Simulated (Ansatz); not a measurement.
Bands of InAs

```xyz
2
Lattice="0.0000 2.8743 2.8743 2.8743 0.0000 2.8743 2.8743 2.8743 0.0000" Properties=species:S:1:pos:R:3 pbc="T T T"
In    0.0000    0.0000    0.0000
As    2.8743    2.8743    2.8743
```

Atom numbers follow the list: In1, As2.

The cell was built from the rocksalt type and relaxed in the same program, and has space group Fm-3m; it needn't be a known or the stable phase.

Method: DFT, PBE, all-electron LAPW, Dirac equation with spin-orbit coupling (Ansatz 0.2.0).

Settings: a Γ-centred 10×10×10 k mesh, Fermi–Dirac smearing of 0.05 eV, basis error target 1 meV/atom, no spin polarisation.

Points in fractions of the reciprocal vectors of this cell: Γ (0, 0, 0), X (0.5, 0, 0.5), U (0.625, 0.25, 0.625), K (0.375, 0.375, 0.75), L (0.5, 0.5, 0.5), W (0.5, 0.25, 0.75). The path joins them by straight lines in the order Γ–X–U–K–Γ–L–W–X; legs that retrace an earlier one aren't tabulated. Energies are in eV from the Fermi level.

**Question.** Is there a gap?

**Answer.** none: bands cross the Fermi level, a metal.

**Question.** List the levels between -14 and 7 eV at the symmetry points.

**Answer.** 
Γ: -13.95 (×4), -13.94 (×2), -12.10 (×2), -0.62 (×2), -0.45 (×2), -0.05 (×4)
X: -13.95 (×2), -13.87 (×2), -9.54 (×2), -4.70 (×2), -2.90 (×2), -2.34 (×2), -2.10 (×2), 3.90 (×2)
U: -13.95 (×2), -13.89 (×2), -9.63 (×2), -5.03 (×2), -4.16 (×2), -1.59 (×2), -0.10 (×2), 5.51 (×2), 6.72 (×2)
K: -13.95 (×2), -13.89 (×2), -9.63 (×2), -5.03 (×2), -4.16 (×2), -1.59 (×2), -0.10 (×2), 5.51 (×2), 6.72 (×2)
L: -14.00 (×2), -13.93 (×2), -13.91 (×2), -10.43 (×2), -6.50 (×2), 0.10 (×2), 0.29 (×2), 2.12 (×2), 3.15 (×2), 3.45 (×2), 4.44 (×2)
W: -13.95 (×2), -13.89 (×2), -9.54 (×2), -4.73 (×2), -3.69 (×2), -3.69 (×2), 2.21 (×2), 4.09 (×2), 6.81 (×2), 6.90 (×2)
